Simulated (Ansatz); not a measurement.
**Choice of functional: CdSe**

```
Cd Se
1.0
     0.00000    2.87396    2.87396
     2.87396    0.00000    2.87396
     2.87396    2.87396    0.00000
Cd Se
1 1
Direct
  0.00000 0.00000 0.00000
  0.50000 0.50000 0.50000
```

Atom numbers follow the list: Cd1, Se2.

The cell is the one relaxed in the Materials Project (mp-1055), not relaxed further here; entries there can be hypothetical.

One fixed cell is solved with several functionals by PAW with the default files in Ansatz 0.2.0, scalar-relativistically. A positive pressure means that the functional wants a larger cell.

The PAW files were made with PBE; their cores are remade for each functional.

Sampling and basis: a Γ-centred 11×11×11 k mesh, Fermi–Dirac smearing of 0.05 eV, cutoff 420 eV, no spin polarisation; the PAW files were made with PBE, and the program remakes their frozen cores for this functional.

Cutoffs: PBEsol 420 eV, LDA 420 eV, r²SCAN 500 eV, PBE 420 eV.

Question: One of the runs gave P (GPa) = -0.33. Which setting was it?
A. PBE
B. PBEsol
C. r²SCAN
D. LDA

Answer: A. The full set:
```json
{"setting": "PBEsol", "P (GPa)": "-3.87"}
{"setting": "LDA", "P (GPa)": "-6.04"}
{"setting": "r²SCAN", "P (GPa)": "-2.11"}
{"setting": "PBE", "P (GPa)": "-0.33"}
```
